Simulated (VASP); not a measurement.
A VASP calculation is set up with these files.

**INCAR**
```
SYSTEM = AlSb
PREC = Accurate
ENCUT = 400
EDIFF = 1E-6
NELM = 25
ALGO = VeryFast
LREAL = .FALSE.
LASPH = .TRUE.
ISMEAR = 0
SIGMA = 0.05
GGA = PE
LMAXMIX = 4
LWAVE = .FALSE.
LCHARG = .FALSE.
ISIF = 2
HFSCREEN = 0.2
AEXX = 0.25
LHFCALC = .TRUE.
PRECFOCK = Fast
ISYM = 3
```

### KPOINTS
```
Automatic mesh
0
Gamma
2 2 2
0 0 0
```

**POSCAR**
```
AlSb
1
    0.0000000000     3.0700000000     3.0700000000
    3.0700000000     0.0000000000     3.0700000000
    3.0700000000     3.0700000000     0.0000000000
Al Sb
1 1
Direct
  0.0000000000   0.0000000000   0.0000000000
  0.2500000000   0.2500000000   0.2500000000
```

POTCAR, in this order: Al Sb (PBE.64 set). Program: vasp_std.

The resulting files:

**standard output**
```
 POSCAR found type information on POSCAR AlSb
 POSCAR found :  2 types and       2 ions
 Reading from existing POTCAR
 Reading from existing POTCAR
 LDA part: xc-table for (Slater+PW92), standard interpolation
 POSCAR, INCAR and KPOINTS ok, starting setup
 WAVECAR not read
 entering main loop
       N       E                     dE             d eps       ncg     rms          rms(c)
RMM:   1    -0.118701817315E+04   -0.11870E+04   -0.12584E+03    24   0.446E+02
RMM:   2    -0.121608480593E+04   -0.29067E+02   -0.27589E+02    24   0.957E+01
RMM:   3    -0.122423825404E+04   -0.81534E+01   -0.78393E+01    24   0.436E+01
RMM:   4    -0.122596665671E+04   -0.17284E+01   -0.19884E+01    24   0.268E+01
RMM:   5    -0.122613128263E+04   -0.16463E+00   -0.55245E+00    24   0.148E+01
RMM:   6    -0.122617323745E+04   -0.41955E-01   -0.18670E+00    24   0.958E+00
RMM:   7    -0.122616919800E+04    0.40395E-02   -0.77350E-01    24   0.627E+00
RMM:   8    -0.122618434760E+04   -0.15150E-01   -0.42625E-01    24   0.451E+00
RMM:   9    -0.122618384400E+04    0.50359E-03   -0.28184E-01    66   0.340E+00
RMM:  10    -0.122618522677E+04   -0.13828E-02   -0.20837E-01    67   0.251E+00
RMM:  11    -0.122618967085E+04   -0.44441E-02   -0.17556E-01    70   0.210E+00
RMM:  12    -0.122619229661E+04   -0.26258E-02   -0.16314E-01    69   0.183E+00    0.138E+01
RMM:  13     0.125717319697E+02    0.12388E+04   -0.95823E+00    96   0.174E+01    0.219E+01
RMM:  14     0.120759989261E+02   -0.49573E+00   -0.24149E-01    76   0.253E+00    0.138E+01
RMM:  15     0.121147852494E+02    0.38786E-01   -0.21002E-01    77   0.180E+00    0.829E+00
RMM:  16     0.121190782020E+02    0.42930E-02   -0.22100E-01    78   0.170E+00    0.490E+00
RMM:  17     0.121170912184E+02   -0.19870E-02   -0.22207E-01    76   0.168E+00    0.289E+00
RMM:  18     0.121159492125E+02   -0.11420E-02   -0.22781E-01    79   0.167E+00    0.170E+00
RMM:  19     0.121158597862E+02   -0.89426E-04   -0.22982E-01    77   0.167E+00    0.101E+00
RMM:  20     0.121147526959E+02   -0.11071E-02   -0.23768E-01    79   0.168E+00    0.540E-01
RMM:  21     0.121147301872E+02   -0.22509E-04   -0.23548E-01    81   0.165E+00    0.312E-01
RMM:  22     0.121152314570E+02    0.50127E-03   -0.23950E-01    79   0.166E+00    0.172E-01
RMM:  23     0.121143509084E+02   -0.88055E-03   -0.23947E-01    81   0.166E+00    0.161E-01
RMM:  24     0.121144603881E+02    0.10948E-03   -0.23699E-01    82   0.164E+00    0.605E-02
RMM:  25     0.121150436378E+02    0.58325E-03   -0.23931E-01    78   0.165E+00

 -----------------------------------------------------------------------------
|                                                                             |
|           W    W    AA    RRRRR   N    N  II  N    N   GGGG   !!!           |
|           W    W   A  A   R    R  NN   N  II  NN   N  G    G  !!!           |
|           W    W  A    A  R    R  N N  N  II  N N  N  G       !!!           |
|           W WW W  AAAAAA  RRRRR   N  N N  II  N  N N  G  GGG   !            |
|           WW  WW  A    A  R   R   N   NN  II  N   NN  G    G                |
|           W    W  A    A  R    R  N    N  II  N    N   GGGG   !!!           |
|                                                                             |
|     The electronic self-consistency was not achieved in the given           |
|     number of steps (NELM). The forces and other quantities evaluated       |
|     might not be reliable so examine the results carefully. If you find     |
|     spurious results, we suggest increasing NELM, if you were close to      |
|     convergence or switching to a different ALGO or adjusting the           |
|     density mixing parameters otherwise.                                    |
|                                                                             |
 -----------------------------------------------------------------------------

   1 F= 0.12115044E+02 E0= 0.12115044E+02  d E =-.216290E-13
```

File OUTCAR:
```
------------------------ aborting loop EDIFF was not reached (unconverged)  ----------------------------
  FORCE on cell =-STRESS in cart. coord.  units (eV):
  Direction    XX          YY          ZZ          XY          YZ          ZX
  --------------------------------------------------------------------------------------
  Total        2.0572527      2.0572527      2.0572527      0.0000000     -0.0000000     -0.0000000
  in kB       56.9577850     56.9577850     56.9577850      0.0000000     -0.0000000     -0.0000000
  external PRESSURE =      56.9577850 kB  Pullay stress =       0.0000000 kB
  volume of cell :       57.87
      direct lattice vectors                 reciprocal lattice vectors
     0.000000000  3.070000000  3.070000000    -0.162866450  0.162866450  0.162866450
     3.070000000  0.000000000  3.070000000     0.162866450 -0.162866450  0.162866450
     3.070000000  3.070000000  0.000000000     0.162866450  0.162866450 -0.162866450
 POSITION                                       TOTAL-FORCE (eV/Angst)
 -----------------------------------------------------------------------------------
      0.00000      0.00000      0.00000         0.000000      0.000000      0.000000
      1.53500      1.53500      1.53500        -0.000000     -0.000000     -0.000000
 -----------------------------------------------------------------------------------
    total drift:                               -0.007073     -0.004018     -0.003072
  FREE ENERGIE OF THE ION-ELECTRON SYSTEM (eV)
  ---------------------------------------------------
  free  energy   TOTEN  =        12.1150436378 eV

  energy  without entropy=       12.1150436378  energy(sigma->0) =       12.11504364

  exchange ACFDT corr.  =        -0.00000000  see jH, gK, PRB 81, 115126
```
(Selected blocks of OUTCAR.)

Problem. Read input and log: which fault does this run have?
(A) a hybrid functional was run with ALGO = VeryFast
(B) ISPIN is misspelt, so the run is not spin-polarised
(C) molecular dynamics (IBRION = 0) was asked for without POTIM
(D) SIGMA is far too large

Solution. A, a hybrid functional was run with ALGO = VeryFast. Convergence was not reached. Against the sound run, the energy per atom (σ→0) rises by 10.083 eV/atom; the pressure rises by 1.35 GPa; the band gap falls by 1.49 eV.

To mend it, set ALGO = Normal.

The mended run (HSE06 screened hybrid, plane waves, VASP's PBE PAW potentials (set 64)) converges, and its OSZICAR ends with
```
   1 F= -.80514692E+01 E0= -.80514692E+01  d E =-.130703E-11
```

The compound is AlSb in the zinc blende structure. The cell was not relaxed at this level.
